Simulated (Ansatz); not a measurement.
# Si (P6_3/mmc) in Ansatz: equation of state

Aim: energy against volume of Si in PBEsol, for its equilibrium volume and stiffness.

Program: Ansatz 0.2.0. These are calculated values, not measurements. Logs are shortened: lines on timing, memory, paths and dates and some standing lists are left out, and cuts for length are marked.

### 1 The crystal as given

Symmetry: P6_3/mmc, No. 194, hexagonal system. The conventional cell has a = 3.831 Å, b = 3.831 Å, c = 6.333 Å, α = 90.00°, β = 90.00°, γ = 120.00°. Si (site symmetry 3m) is surrounded by 4 Si at 2.35 to 2.37 Å.

This isn't the form of Si at room conditions, which is diamond.

### 2 Equation of state, PBEsol

Potentials or basis: all-electron LAPW, scalar-relativistic.

This step only gathers the single runs of the series.

What came out:

```yaml
Equilibrium_volume: 20.02 Å³/atom
Bulk_modulus_at_fixed_shape_and_positions: 94 GPa
Pressure_derivative_of_the_bulk_modulus: 4.2
```

Energy against volume, from the lowest point:
```tsv
volume (Å³/atom)	energy (meV/atom)
18.918	19.38
19.321	7.43
19.723	1.16
20.126	0.00
20.528	3.45
20.931	11.04
21.333	22.36
```

Caveat: the cell was scaled at fixed shape and fractional positions, which overstates the stiffness of a crystal with free parameters, most of all of layers and chains.
